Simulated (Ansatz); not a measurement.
**Pressure against volume in LiF**

The cell was found from a structure generator's guess, not taken from experiment.

Computed with DFT PBE, scalar-relativistic, plane waves, PAW (Ansatz). Cutoff 420 eV, Γ-centred 10×10×10 mesh (2-atom cell), Gaussian smearing of 0.02 eV, no spin polarisation.

```cif
data_structure
_symmetry_space_group_name_H-M 'P 1'
_symmetry_Int_Tables_number 1
_cell_length_a 3.0864
_cell_length_b 3.0864
_cell_length_c 3.0864
_cell_angle_alpha 60.000
_cell_angle_beta 60.000
_cell_angle_gamma 60.000
_cell_volume 20.79
loop_
_atom_site_label
_atom_site_type_symbol
_atom_site_fract_x
_atom_site_fract_y
_atom_site_fract_z
_atom_site_occupancy
Li1 Li 0.25000 0.25000 0.25000 1
F1 F 0.00000 0.00000 0.00000 1
```

The cell was set to several volumes, with shape and atoms relaxed at each where symmetry leaves them free. Pressure is positive in compression, and energies count from the lowest row.

```tsv
row	V (Å³/atom)	P (GPa)	ΔE (meV/atom)	gap on mesh (eV)
1	9.147	8.57	29.7	8.36
2	9.459	5.89	15.8	8.17
3	9.771	?	?	?
4	10.083	1.64	1.5	7.81
5	10.395	-0.03	0.0	7.65
6	10.706	-1.46	1.5	7.49
7	11.018	-2.69	5.6	7.35
8	11.434	-4.07	14.4	7.17
```

Question: Find B = −V·ΔP/ΔV from rows 4 and 6 and from rows 1 and 2, and from the two its slope B′ and its value B0 at zero pressure.

Answer: Rows 4 and 6 give −(10.083 + 10.706)/2 × (-1.46 − (1.64))/(10.706 − 10.083) = 51.7 GPa at a mean pressure of 0.09 GPa. Rows 1 and 2 give −(9.147 + 9.459)/2 × (5.89 − (8.57))/(9.459 − 9.147) = 79.9 GPa at a mean pressure of 7.23 GPa. So B′ = (79.9 − 51.7)/(7.23 − (0.09)) = 3.95 and B0 = 51.7 − 3.95 × (0.09) = 51.3 GPa. A third-order Birch–Murnaghan fit to all the energies gives B0 = 51.7 GPa and B′ = 4.1.

Question: Estimate the pressure and energy of row 3.

Answer: From row 5, V0 = 10.395 × (1 + (-0.03)/51.3) = 10.389 Å³/atom. Murnaghan's form P = (B0/B′)·[(V0/V)^B′ − 1] gives (51.3/3.95) × [(10.389/9.771)^3.95 − 1] = 3.56 GPa; the computed pressure is 3.60 GPa, so the estimate is off by -0.04 GPa. The work of compression from row 4, with the mean of the two pressures, gives ΔE = 1.5 + (3.56 + 1.64)/2 × (10.083 − 9.771)/160.2 × 1000 = 6.6 meV/atom (1 eV/Å³ = 160.2 GPa); the computed value is 6.6 meV/atom.

Question: Fit the gap against pressure through the other rows and estimate it at the computed pressure of row 3.

Answer: Over the 7 rows the mean pressure is 1.1214 GPa and the mean gap is 7.714 eV. The sums of products of deviations are S_xx = 128 and S_xy = 11.9, so the slope is 11.9/128 = 0.09297 (r = 1.00, rms misfit 0.04 eV). At 3.60 GPa the line gives 7.714 + (0.09297) × (3.60 − 1.1214) = 7.94 eV. The computed value is 7.98 eV, so the line is off by -0.04 eV, no more than the largest miss among the fitted rows (0.06 eV).

Kohn–Sham gaps at this level usually fall short of measured ones. All volumes keep the k mesh of the relaxed cell. This cell was reached by moving the atoms of another relaxed cell at random and relaxing again, last within the group found; it had no such test of its own.
